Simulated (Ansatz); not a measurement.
Start from `BOC(C)=O` and change one atom or group to get `CC(=O)O`.

Ansatz, PBE0-D4/def2-TZVP geometries, multiplicity 1. Each molecule was computed in one conformer, which needn't be the lowest.

```json
{"property": "HOMO energy (ωB97M-V/def2-TZVPP) / eV", "`BOC(C)=O`": "-10.83"}
{"property": "HOMO–LUMO gap (PBE/def2-TZVPP) / eV", "`BOC(C)=O`": "4.45"}
{"property": "HOMO–LUMO gap (B3LYP/def2-TZVPP) / eV", "`BOC(C)=O`": "6.66"}
{"property": "size of the dipole moment (PBE/def2-TZVPP) / D", "`BOC(C)=O`": "2.29"}
{"property": "LUMO energy (ωB97M-V/def2-TZVPP) / eV", "`BOC(C)=O`": "0.78"}
{"property": "LUMO energy (PBE0/def2-TZVPP) / eV", "`BOC(C)=O`": "-1.23"}
```

Q: What does the change do to each property? (An estimate is asked.)

A: Ansatz gave: 
| property | `CC(=O)O` | shift |
| --- | --- | --- |
| HOMO energy (ωB97M-V/def2-TZVPP) / eV | -10.57 | 0.26 |
| HOMO–LUMO gap (PBE/def2-TZVPP) / eV | 5.52 | 1.07 |
| HOMO–LUMO gap (B3LYP/def2-TZVPP) / eV | 7.82 | 1.16 |
| size of the dipole moment (PBE/def2-TZVPP) / D | 1.69 | -0.60 |
| LUMO energy (ωB97M-V/def2-TZVPP) / eV | 2.44 | 1.66 |
| LUMO energy (PBE0/def2-TZVPP) / eV | 0.25 | 1.48 |

With PBE0 the HOMO rises by 0.27 eV and the LUMO rises by 1.48 eV, so the gap widens by about 1.21 eV. PBE moves the HOMO by 0.32 eV and ωB97M-V by 0.26 eV. The zero-point energy changes by -28.9 kJ/mol with -6 modes. Dipoles are sizes alone; their direction can turn.

B3LYP here is the variant with VWN-RPA as its local correlation; programs differ in this.

Positive LUMOs are unbound, so they and the gaps depend on the basis.
